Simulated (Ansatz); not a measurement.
Fluorite SnO2, relaxed with r2SCAN: 10 runs in Ansatz, each a construction of maximally localised Wannier functions. It is cubic, Fm-3m (No. 225); conventional cell a = 5.067 Å, 10.84 Å³ an atom. Sn has 8 O at 2.19 Å; O has 4 Sn at 2.19 Å. All values are calculated for a non-magnetic cell, which may be hypothetical.

```xyz
3
Lattice="0.0000 2.5335 2.5335 2.5335 0.0000 2.5335 2.5335 2.5335 0.0000" Properties=species:S:1:pos:R:3 pbc="T T T"
Sn    0.0000    0.0000    0.0000
O     1.2667    1.2667    1.2667
O     3.8002    3.8002    3.8002
```

Windows count from the top of the filled bands; a dash means that no such window was set (without an outer window there is no disentanglement). Rows marked drawn have settings drawn at random (some not listed).

| functional | SCF mesh | trial orbitals | functions | mesh | window (eV) | frozen (eV) | settings | Ω total (Å²) | Ω invariant (Å²) | largest spread (Å²) | least projectability | interpolation miss of the model's filled bands (eV, to the nearest computed level) |
| --- | --- | --- | --- | --- | --- | --- | --- | --- | --- | --- | --- | --- |
| PBE | 6×6×6 | O s, O p | 8 | 6×6×6 | – | – | chosen | 7.39 | 6.59 | 0.92 | 0.73 | 0.107 |
| PBE | 6×6×6 | O s, O p | 8 | 4×4×4 | – | – | chosen | 6.94 | 6.17 | 0.87 | 0.74 | 0.261 |
| PBE | 6×6×6 | O s, O p | 8 | 8×8×8 | – | – | chosen | 7.57 | 6.75 | 0.95 | 0.74 | 0.062 |
| PBE | 6×6×6 | O p | 6 | 6×6×6 | – | – | chosen | 6.82 | 6.60 | 1.14 | 0.65 | 0.107 |
| r2SCAN | 6×6×6 | O s, O p | 8 | 6×6×6 | – | – | chosen | 7.46 | 6.68 | 0.93 | 0.76 | 0.082 |
| HSE06 | 6×6×6 | O p | 6 | 6×6×6 | – | – | chosen | 6.42 | 6.26 | 1.07 | 0.69 | – |
| PBE | 6×6×6 | Sn s, O p | 7 | 6×6×6 | -14.3 to +13.3 | – | drawn | 5.61 | 5.55 | 1.60 | 0.36 | 2.084 |
| PBE | 6×6×6 | O s, O p | 8 | 5×5×5 | – | – | drawn | 7.23 | 6.43 | 0.90 | 0.73 | 0.164 |

Question: Estimate from these rows what the further settings give.
```tsv
functional	SCF mesh	trial orbitals	functions	mesh	window (eV)	frozen (eV)	settings
HSE06	6×6×6	O s, O p	8	6×6×6	–	–	chosen
r2SCAN	6×6×6	O p	6	6×6×6	–	–	chosen
```

Answer:
```tsv
functional	SCF mesh	trial orbitals	functions	mesh	window (eV)	frozen (eV)	settings	Ω total (Å²)	Ω invariant (Å²)	largest spread (Å²)	least projectability	interpolation miss of the model's filled bands (eV, to the nearest computed level)
HSE06	6×6×6	O s, O p	8	6×6×6	–	–	chosen	7.17	6.41	0.90	0.78	–
r2SCAN	6×6×6	O p	6	6×6×6	–	–	chosen	6.53	6.34	1.09	0.68	0.081
```

1 of the rows take their functions from a window without a frozen part or with a poor projection: such a subspace needn't follow the bands named, so its spread can't be set beside the others.

A dash in the last column means that the miss wasn't evaluated.

For O s, O p with PBE the spread goes 6.94 Å² (4×4×4), 7.39 Å² (6×6×6), 7.57 Å² (8×8×8).

Spin-orbit coupling is left out.
